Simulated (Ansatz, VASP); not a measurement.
Two plane-wave programs on NaH

```
CELL_PARAMETERS angstrom
0.00000 2.33897 2.33897
2.33897 0.00000 2.33897
2.33897 2.33897 0.00000
ATOMIC_POSITIONS crystal
Na 0.00000 0.00000 0.00000
H 0.50000 0.50000 0.50000
```

Alike in both runs: functional PBEsol; k mesh 8 × 8 × 8; no spin polarisation.

Ansatz relaxed the structure, and its values are those at the end. VASP's run is a single point on that final structure, the one shown.

|  | VASP | Ansatz |
| --- | --- | --- |
| version | VASP 6.6.1 | Ansatz 0.2.0 |
| potentials or method | VASP PAW PBE potentials, release 64 (Na_pv, H) | PAW with Ansatz's default frozen-core files, scalar-relativistic |
| plane-wave cutoff (eV) | 520 | 420 |
| occupations | gaussian, width 0.01 eV | fixed |
| valence electrons in the cell | 8 | 10 |

|  | VASP | Ansatz | Ansatz less VASP |
| --- | --- | --- | --- |
| pressure (GPa) | 2.0 | 2.0 | -0.01 |

The two sets of potentials don't hold the same shells in valence.

Caveats: the PAW data sets were made with another functional, which shifts forces and pressure a little (VASP). A k mesh can miss the band edges.
